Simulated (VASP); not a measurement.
# ScHO2 (R-3m) in VASP: notebook

The runs below take ScHO2 through single point, with PBEsol.

Program: VASP 6.6.1. These are calculated values, not measurements. Logs are shortened: lines on timing, memory, paths and dates and some standing lists are left out, and cuts for length are marked.

## (1) Starting point

Symmetry: R-3m, No. 166, trigonal system. The conventional cell has a = 3.233 Å, b = 3.233 Å, c = 13.593 Å, α = 90.00°, β = 90.00°, γ = 120.00°. Sc (site symmetry -3m) is surrounded by 6 O at 2.14 Å. H (site symmetry -3m) has 2 O at 1.22 Å as nearest neighbours. Around O (site symmetry 3m) lie 1 H at 1.22 Å.

The cell comes from a database or a generator and needn't be the stable form of this composition.

## (2) Single point, PBEsol

The input, INCAR:

```
  ALGO = Normal
  EDIFF = 1E-6
  ENCUT = 520
  GGA = PS
  ISIF = 2
  ISMEAR = 0
  LASPH = True
  LCHARG = True
  LELF = True
  LREAL = False
  LVHAR = True
  LWAVE = False
  NBANDS = 20
  NELM = 100
  PREC = Accurate
  SIGMA = 0.01
```

The input, KPOINTS:

```
k-points
0
Gamma
  6 6 6
```

The input, POSCAR:

```
ScHO2
1.0
    1.6165900000      0.9333400000      4.5309200000
   -1.6165900000      0.9333400000      4.5309200000
    0.0000000000     -1.8666800000      4.5309200000
Sc H O
1 1 2
Direct
    0.0000000000      0.0000000000      0.0000000000
    0.5000000000      0.5000000000      0.5000000000
    0.5897000000      0.5897000000      0.5897000000
    0.4103000000      0.4103000000      0.4103000000
```

Potentials or basis: VASP PAW PBE potentials, release 64 (Sc_sv, H, O).

The run is started by

```
$ cat potpaw_PBE.64/Sc_sv/POTCAR potpaw_PBE.64/H/POTCAR potpaw_PBE.64/O/POTCAR > POTCAR
$ mpirun -np 1 vasp_std > vasp.out
```

OUTCAR:

```text
EDIFF = 1E-6
   ENCUT = 520
   GGA = PS
   ISIF = 2
   ISMEAR = 0
   LASPH = True
   LREAL = False
   NELM = 100
   PREC = Accurate

 ion  position               nearest neighbor table
   1  0.000  0.000  0.000-   3 2.14   3 2.14   4 2.14   4 2.14   3 2.14   4 2.14
   2  0.500  0.500  0.500-   3 1.22   4 1.22
   3  0.590  0.590  0.590-   2 1.22   1 2.14   1 2.14   1 2.14
   4  0.410  0.410  0.410-   2 1.22   1 2.14   1 2.14   1 2.14

  LATTYP: Found a trigonal (rhomboedric) cell.
 ALAT       =     4.9003798659
 COS(alpha) =     0.7823437523

  Lattice vectors:

 A1 = (   1.6165900000,   0.9333400000,   4.5309200000)
 A2 = (  -1.6165900000,   0.9333400000,   4.5309200000)
 A3 = (   0.0000000000,  -1.8666800000,   4.5309200000)

Analysis of symmetry for initial positions (statically):
=====================================================================
 Subroutine PRICEL returns:
 Original cell was already a primitive cell.

 Routine SETGRP: Setting up the symmetry group for a
 trigonal (rhombohedral) supercell.

 Subroutine GETGRP returns: Found 12 space group operations
 (whereof 12 operations were pure point group operations)
 out of a pool of 12 trial point group operations.

The static configuration has the point symmetry D_3d.

Analysis of symmetry for dynamics (positions and initial velocities):
=====================================================================
 Subroutine PRICEL returns:
 Original cell was already a primitive cell.

 Routine SETGRP: Setting up the symmetry group for a
 trigonal (rhombohedral) supercell.

 Subroutine GETGRP returns: Found 12 space group operations
 (whereof 12 operations were pure point group operations)
 out of a pool of 12 trial point group operations.

The dynamic configuration has the point symmetry D_3d.

 Subroutine INISYM returns: Found 12 space group operations
 (whereof 12 operations are pure point group operations),
 and found     1 'primitive' translations

----------------------------------------------------------------------------------------

                                     Primitive cell

  volume of cell :      41.0183

  direct lattice vectors                    reciprocal lattice vectors
     1.616590000  0.933340000  4.530920000     0.309293018  0.178570153  0.073568576
    -1.616590000  0.933340000  4.530920000    -0.309293018  0.178570153  0.073568576
     0.000000000 -1.866680000  4.530920000     0.000000000 -0.357140306  0.073568576

  length of vectors
     4.900379866  4.900379866  4.900380625     0.364639282  0.364639282  0.364638909

  position of ions in fractional coordinates (direct lattice)
     0.000000000  0.000000000  0.000000000
     0.500000000  0.500000000  0.500000000
     0.589700000  0.589700000  0.589700000
     0.410300000  0.410300000  0.410300000

  ion indices of the primitive-cell ions
   primitive index   ion index
                 1           1
                 2           2
                 3           3
                 4           4

----------------------------------------------------------------------------------------

 KPOINTS: k-points

Automatic generation of k-mesh.
 Grid dimensions read from file:
 generate k-points for:    6    6    6

 Generating k-lattice:

  Cartesian coordinates                     Fractional coordinates (reciprocal lattice)
     0.051548836  0.029761692  0.012261429     0.166666667 -0.000000000 -0.000000000
    -0.051548836  0.029761692  0.012261429    -0.000000000  0.166666667 -0.000000000
     0.000000000 -0.059523384  0.012261429    -0.000000000 -0.000000000  0.166666667

  Length of vectors
     0.060773214  0.060773214  0.060773151

  Shift w.r.t. Gamma in fractional coordinates (k-lattice)
     0.000000000  0.000000000  0.000000000

 Subroutine IBZKPT returns following result:
 ===========================================

 Found     32 irreducible k-points:

 Following reciprocal coordinates:
            Coordinates               Weight
  0.000000  0.000000  0.000000      1.000000
  0.166667  0.000000  0.000000      6.000000
  0.333333  0.000000  0.000000      6.000000
  0.500000  0.000000  0.000000      3.000000
  0.166667  0.166667  0.000000      6.000000
  0.333333  0.166667  0.000000     12.000000
[... 16 lines left out ...]
  0.500000  0.500000  0.166667      6.000000
 -0.333333  0.500000  0.166667     12.000000
 [... further k-points ...]
   k-points           NKPTS =     32   k-points in BZ     NKDIM =     32   number of bands    NBANDS=     20
   number of dos      NEDOS =    301   number of ions     NIONS =      4
   total plane-waves  NPLWV =  46656
   dimension x,y,z NGX =    36 NGY =   36 NGZ =   36
   dimension x,y,z NGXF=    72 NGYF=   72 NGZF=   72
   ions per type =               1   1   2
   NGX,Y,Z   is equivalent  to a cutoff of  12.21, 12.21, 12.21 a.u.
   NGXF,Y,Z  is equivalent  to a cutoff of  24.43, 24.43, 24.43 a.u.
 SYSTEM =  unknown system
   PREC   = accura    normal or accurate (medium, high low for compatibility)
   ISTART =      0    job   : 0-new  1-cont  2-samecut
   ICHARG =      2    charge: 1-file 2-atom 10-const
   ISPIN  =      1    spin polarized calculation?
   LNONCOLLINEAR =      F non collinear calculations
   LSORBIT =      F    spin-orbit coupling
   LASPH  =      T    aspherical Exc in radial PAW
   ENCUT  =  520.0 eV  38.22 Ry    6.18 a.u.   9.11  9.11  9.11*2*pi/ulx,y,z
   NELM   =    100;   NELMIN=  2; NELMDL= -5     # of ELM steps
   EDIFF  = 0.1E-05   stopping-criterion for ELM
   LREAL  =      F    real-space projection
   EDIFFG = 0.1E-04   stopping-criterion for IOM
   NSW    =      0    number of steps for IOM
   IBRION =     -1    ionic relax: 0-MD 1-quasi-New 2-CG
   NFREE  =      0    steps in history (QN), initial steepest desc. (CG)
   ISIF   =      2    stress and relaxation
   ISYM   =      2    0-nonsym 1-usesym 2-fastsym
   POTIM  = 0.5000    time-step for ionic-motion
   TEBEG  =    0.0;   TEEND  =   0.0 temperature during run
   PSTRESS=    0.0 pullay stress
   NELECT =      24.0000    total number of electrons
   NUPDOWN=      -1.0000    fix difference up-down
   EMIN   =  10.00;   EMAX   =-10.00  energy-range for DOS
   EFERMI =   0.00;   METHOD = LEGACY
   ISMEAR =     0;   SIGMA  =   0.01  broadening in eV -4-tet -1-fermi 0-gaus
   EFERMI_NEDOS =   21; number of points for ismear=-14 and -15
   IALGO  =     38    algorithm
   IMIX   =      4    mixing-type and parameters
     AMIX     =   0.40;   BMIX     =  1.00
     AMIX_MAG =   1.60;   BMIX_MAG =  1.00
  volume/ion in A,a.u.               =      10.25        69.20
  Fermi-wavevector in a.u.,A,eV,Ry     =   1.369261  2.587527 25.509217  1.874875
  Thomas-Fermi vector in A             =   2.495152
   LORBIT       =      0    0 simple, 1 ext, 2 COOP (PROOUT), +10 PAW based schemes
   GGA     = PS    functional components
   LHFCALC =     F    Hartree Fock is set to
   AEXX    =    0.0000 exact exchange contribution
   IVDW    =     0    specifies the selected vdW correction
   LEPSILON=     F    determine dielectric tensor
   LRPA    =     F    only Hartree local field effects (RPA)
 non-spin polarized calculation
 Gauss-broadening in eV      SIGMA  =   0.01
  energy-cutoff  :      520.00
  volume of cell :       41.02
 maximum number of plane-waves:      1122
   NGX = 19   NGY = 19   NGZ = 19

 number of electron      24.0000002 magnetization

 Free energy of the ion-electron system (eV)
  ---------------------------------------------------
  ext. energy  EPLUGINS =         0.00000000
  ---------------------------------------------------
  free energy    TOTEN  =       -30.85889278 eV

  energy without entropy =      -30.85889278  energy(sigma->0) =      -30.85889278

 E-fermi :   1.3384     XC(G=0): -10.3882

 val. band max:        1.2195335851   @ k =  -0.1667   0.1667   0.0000
 cond. band min:       5.1852555601   @ k =   0.5000   0.5000   0.0000
 fundamental gap:      3.9657219750
 Fermi energy:         1.3383800403

 k-point     1 :       0.0000    0.0000    0.0000
  band No.  band energies     occupation
      1     -45.8968      2.00000
      2     -24.7602      2.00000
      3     -24.4149      2.00000
      4     -24.4149      2.00000
      5     -16.2601      2.00000
      6     -14.0237      2.00000
[... 12 lines left out ...]
     19      11.9558      0.00000
     20      16.0781      0.00000

 k-point     2 :       0.1667    0.0000    0.0000
  band No.  band energies     occupation
      1     -45.8822      2.00000
      2     -24.7249      2.00000
      3     -24.5665      2.00000
      4     -24.4401      2.00000
      5     -16.0256      2.00000
      6     -14.1666      2.00000
[... 12 lines left out ...]
     19      13.1263      0.00000
     20      16.0596      0.00000

 k-point     3 :       0.3333    0.0000    0.0000
  band No.  band energies     occupation
      1     -45.8530      2.00000
      2     -24.8600      2.00000
      3     -24.6438      2.00000
      4     -24.4899      2.00000
      5     -15.5511      2.00000
      6     -14.4601      2.00000
[... 12 lines left out ...]
     19      13.7582      0.00000
     20      15.0250      0.00000

 k-point     4 :       0.5000    0.0000    0.0000
  band No.  band energies     occupation
      1     -45.8383      2.00000
      2     -24.9949      2.00000
      3     -24.6063      2.00000
      4     -24.5146      2.00000
      5     -15.2947      2.00000
      6     -14.6258      2.00000
[... 429 lines left out ...]
 k-point    23 :       0.5000    0.5000    0.1667
  band No.  band energies     occupation
      1     -45.8529      2.00000
      2     -24.8522      2.00000
      3     -24.6498      2.00000
      4     -24.4903      2.00000
      5     -15.7067      2.00000
      6     -14.3017      2.00000
[... 12 lines left out ...]
     19      12.8604      0.00000
     20      14.2060      0.00000

 k-point    24 :      -0.3333    0.5000    0.1667
  band No.  band energies     occupation
      1     -45.8383      2.00000
      2     -24.9083      2.00000
      3     -24.6220      2.00000
      4     -24.5888      2.00000
      5     -15.6486      2.00000
      6     -14.2142      2.00000
[... 12 lines left out ...]
     19      13.4103      0.00000
     20      14.2716      0.00000

 [... further k-points ...]

------------------------ aborting loop because EDIFF is reached ----------------------------------------

  FORCE on cell =-STRESS in cart. coord.  units (eV):
  Direction    XX          YY          ZZ          XY          YZ          ZX
  --------------------------------------------------------------------------------------
  -------------------------------------------------------------------------------------
  Total       -1.1962496     -1.1962530     -1.2229120      0.0000000      0.0000000      0.0000000
  in kB      -46.7256098    -46.7257428    -47.7670465      0.0000000      0.0000000      0.0000000
  external PRESSURE =     -47.0727997 kB  Pullay stress =       0.0000000 kB

 VOLUME and BASIS-vectors are now :
 -----------------------------------------------------------------------------
  energy-cutoff  :      520.00
  volume of cell :       41.02
      direct lattice vectors                 reciprocal lattice vectors
     1.616590000  0.933340000  4.530920000     0.309293018  0.178570153  0.073568576
    -1.616590000  0.933340000  4.530920000    -0.309293018  0.178570153  0.073568576
     0.000000000 -1.866680000  4.530920000     0.000000000 -0.357140306  0.073568576

 POSITION                                       TOTAL-FORCE (eV/Angst)
 -----------------------------------------------------------------------------------
      0.00000      0.00000      0.00000         0.000000     -0.000000      0.000000
      0.00000      0.00000      6.79638        -0.000000      0.000000      0.000000
      0.00000      0.00000      8.01565        -0.000000     -0.000000      0.188138
      0.00000      0.00000      5.57711        -0.000000     -0.000000     -0.188138
 -----------------------------------------------------------------------------------
    total drift:                                0.000000     -0.000000      0.000000

  FREE ENERGIE OF THE ION-ELECTRON SYSTEM (eV)
  ---------------------------------------------------
  free  energy   TOTEN  =       -30.8588927839 eV

  energy  without entropy=      -30.8588927839  energy(sigma->0) =      -30.85889278
```

Run time: 40 s. Hardware: 1 thread of Intel Xeon Platinum 8488C (Sapphire Rapids), shared host; peak memory 0.21 GiB.

Results:

```
Free energy            : -30.8589 eV
Pressure               : -4.7 GPa
Largest force          : 0.188 eV/Å
Band gap on the k mesh : 3.97 eV, indirect (least direct gap 4.34 eV)
```

Forces on the atoms (eV/Å):
```
Sc   0.000  0.000  0.000
H    0.000  0.000  0.000
O    0.000  0.000  0.188
O    0.000  0.000 -0.188
```

Caveat: the PAW data sets were made with another functional, which shifts forces and pressure a little. A k mesh can miss the band edges.

## (3) Single point, PBEsol

This run uses another cell than the first one, of 9.25 Å³/atom, 0.902 times its volume.

The input, INCAR:

```
SYSTEM = ScHO2
PREC = Accurate
ENCUT = 520
EDIFF = 1E-6
ISMEAR = 0
SIGMA = 0.01
LREAL = .FALSE.
LASPH = .TRUE.
NELM = 100
ALGO = Normal
ISIF = 2
LWAVE = .FALSE.
LCHARG = .FALSE.
GGA = PS
NBANDS = 20
```

The input, KPOINTS:

```
Automatic mesh
0
G
  6 6 6
  0 0 0
```

The input, POSCAR:

```
ScHO2
1.0
    1.5357605000      0.8866730000      4.5309200000
   -1.5357605000      0.8866730000      4.5309200000
    0.0000000000     -1.7733460000      4.5309200000
Sc H O
1 1 2
Direct
    0.0000000000      0.0000000000      0.0000000000
    0.5000000000      0.5000000000      0.5000000000
    0.5897000000      0.5897000000      0.5897000000
    0.4103000000      0.4103000000      0.4103000000
```

Potentials or basis: VASP PAW PBE potentials, release 64 (Sc_sv, H, O).

The run is started by

```
$ cat potpaw_PBE.64/Sc_sv/POTCAR potpaw_PBE.64/H/POTCAR potpaw_PBE.64/O/POTCAR > POTCAR
$ mpirun -np 1 vasp_std > vasp.out
```

It took 34 s on 1 thread of Intel Xeon Platinum 8488C (Sapphire Rapids), shared host; peak memory 0.21 GiB.

Results (log left out):

* Free energy: -30.7061 eV
* Pressure: 13.4 GPa
* Largest force: 0.848 eV/Å
* Band gap on the k mesh: 4.15 eV, indirect (least direct gap 4.73 eV)

Forces on the atoms (eV/Å):
```
Sc   0.000  0.000  0.000
H    0.000  0.000  0.000
O    0.000  0.000 -0.848
O    0.000  0.000  0.848
```

Stress tensor (GPa, compression positive):
```
18.37  0.00  0.00
 0.00 18.37  0.00
 0.00  0.00  3.33
```

Levels at points of the mesh, in eV from the valence-band top:
```tsv
k point	band 10	band 11	band 12	band 13	band 14	band 15
(0.00, 0.00, 0.00)	-0.41	-0.41	-0.26	5.20	5.32	5.32
(0.50, 0.00, 0.00)	-1.57	-1.38	-0.64	4.55	6.46	6.81
(0.50, 0.50, 0.00)	-1.85	-1.10	-0.78	4.15	6.54	6.82
(0.50, 0.50, 0.50)	-2.62	0.00	0.00	5.34	5.34	6.27
```

Caveat: the PAW data sets were made with another functional, which shifts forces and pressure a little.
